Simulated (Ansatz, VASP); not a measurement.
**Y in VASP and in Ansatz**

INCAR

```
SYSTEM = Y
PREC = Accurate ; ENCUT = 520
EDIFF = 1E-8 ; ISMEAR = -1
SIGMA = 0.03 ; LREAL = .False.
LASPH = .True. ; NELM = 80
ALGO = Normal ; ISIF = 2
LWAVE = .False. ; LCHARG = .False.
GGA = PE ; LEFG = .True.
NBANDS = 12
```

File KPOINTS:

```
Automatic mesh
0
Gamma
  12 12 12
  0 0 0
```

POSCAR

```
Y
1.0
    0.0000000000      2.5528486571      2.5528486571
    2.5528486571      0.0000000000      2.5528486571
    2.5528486571      2.5528486571      0.0000000000
Y
1
Direct
    0.0000000000      0.0000000000      0.0000000000
```

Input for Ansatz:

```yaml
crystal:
  lattice:
    - [0.0, 2.5528486571, 2.5528486571]
    - [2.5528486571, 0.0, 2.5528486571]
    - [2.5528486571, 2.5528486571, 0.0]
  atoms:
    - { symbol: "Y", position: [0.0, 0.0, 0.0] }
kpoints:
  mp_grid: { grid: [12, 12, 12] }
scf:
  occupations: { method: fermi_dirac, width: 0.03 }
hamiltonian:
  xc: pbe
  pseudopotentials: { kind: paw }
output:
  forces: true
  stress: true
  eigenvalues: true
  efg: { contact_densities: true }
```

Change from the starting cell: volume scaled by 1.025, PAW files.

Alike in both runs: task electric field gradients; functional PBE; k mesh 12 × 12 × 12; occupations fermi-dirac, width 0.03 eV; no spin polarisation.

|  | VASP | Ansatz |
| --- | --- | --- |
| version | VASP 6.6.1 | Ansatz 0.2.0 |
| potentials or method | VASP PAW PBE potentials, release 64 (Y_sv) | PAW with Ansatz's default frozen-core files, scalar-relativistic |
| plane-wave cutoff (eV) | 520 | 420 |
| valence electrons in the cell | 11 | 11 |

Ansatz gave:

| Property | Result |
| --- | --- |
| pressure (GPa) | -1.0 |
| Vzz of the field gradient on the site that differs most (V/Å²) | 0.0 |

Which values does VASP return?

Pressure (GPa): -1.1; Vzz of the field gradient on the site that differs most (V/Å²): 0.0.

The functional is the same, so the differences come from potentials, cutoffs and numerics. Ansatz warned: «gradients_without_spin_orbit».
